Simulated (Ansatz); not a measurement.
# B6H10N: Electric field gradients

The cell is a structure deposited in the COD whose atoms were relaxed with PBE, the cell held.

```cif
data_B6H10N
_symmetry_space_group_name_H-M 'Fm-3'
_symmetry_Int_Tables_number 202
_cell_length_a 10.8781
_cell_length_b 10.8781
_cell_length_c 10.8781
_cell_angle_alpha 90.000
_cell_angle_beta 90.000
_cell_angle_gamma 90.000
loop_
_atom_site_label
_atom_site_type_symbol
_atom_site_symmetry_multiplicity
_atom_site_Wyckoff_symbol
_atom_site_fract_x
_atom_site_fract_y
_atom_site_fract_z
B B 48 h 0.5000 0.4186 0.1325
H13 H 32 f 0.1951 0.8049 0.1951
H21 H 48 h 0.5000 0.3615 0.2271
N N 8 c 0.2500 0.7500 0.2500
```

One atom of each set is listed; the run and its k-mesh use a cell of 34 atoms with edges of 7.69, 7.69, 7.69 Å.

All values are calculated (Ansatz; DFT, r2SCAN, plane waves and PAW, scalar-relativistic, 500 eV cutoff, Γ-centred 6×6×6 k-points, Fermi–Dirac smearing 0.05 eV), not measured.

V_zz is the principal component of the electric field gradient with the largest magnitude, η = (V_xx − V_yy)/V_zz and C_Q = eQV_zz/h. ν_Q = 3|C_Q|/[2I(2I − 1)].

10B: I = 3, Q = 84.59 mb; 2H: I = 1, Q = 2.858 mb; ¹⁴N: I = 1, Q = 20.44 mb. Nuclear quadrupole moments: year-2017 set (Pyykkö).

(1) What field gradients does the calculation give at each kind of site?

## Answers

(1) 

```tsv
site	atoms	first shell	C_Q (MHz)	η	ν_Q (MHz)
B	12	1 H at 1.20 Å, 5 B at 1.77–1.78 Å	-1.61	0.11	0.161
H13	8	1 N at 1.03 Å	0.201	0.00	0.301
H21	12	1 B at 1.20 Å	0.131	0.05	0.197
N	2	4 H at 1.03 Å	0	–	0
```

An axis of threefold or higher order runs through H13, so V_zz lies along it and η is zero. N sits on a cubic site, where every gradient vanishes. At B V_zz points along its shortest bond, to H (within 2°). At H21 V_zz points along its bond to B (within 1°).

The largest force is 0.4 eV/Å, so the atoms aren't at the calculated equilibrium and relaxing them would move these values. The lattice is static: at room temperature ammonium may turn and average the couplings of its hydrogen. The entry's hydrogen positions were far off; the other atoms hardly move on relaxation.
